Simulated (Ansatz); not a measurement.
Input of an Ansatz 0.2.0 run:

The input input.yaml:

```yaml
crystal:
  lattice:
    - [0.0, 3.15085, 3.15085]
    - [3.15085, 0.0, 3.15085]
    - [3.15085, 3.15085, 0.0]
  atoms:
    - { symbol: Te, position: [0.5, 0.5, 0.5] }
    - { symbol: Sn, position: [0.0, 0.0, 0.0] }
hamiltonian:
  xc: pbe
  pseudopotentials: { kind: paw }
  dispersion: d3bj
kpoints:
  mp_grid: { grid: [7, 7, 7] }
scf:
  occupations: { method: fermi_dirac, width: 0.05 }
output:
  forces: true
  stress: true
relax:
  f_tol: 0.01
  max_steps: 40
  cell: { stress_tol: 0.05 }
```

Potentials or basis: Ansatz PAW.

Command:

```bash
$ ansatz run input.yaml --threads 2 --pin off --max-ram 5120MiB --backend cpu --events-out ev --progress --plain --runs-dir out
```

Question: Predict the relaxed cell.

Answer: a = 4.460 Å, b = 4.460 Å, c = 4.460 Å, α = 60.00°, β = 60.00°, γ = 60.00°.

Question: What does it give for the space group after relaxing (to 0.05 Å)?

Answer: Fm-3m (No. 225).

Final structure:
```
Te Sn
1.0
     0.00000    3.15368    3.15368
     3.15368    0.00000    3.15368
     3.15368    3.15368    0.00000
Te Sn
1 1
Direct
  0.50000 0.50000 0.50000
  0.00000 0.00000 0.00000
```

 The run has no spin-orbit coupling, so splittings on Te are missing.
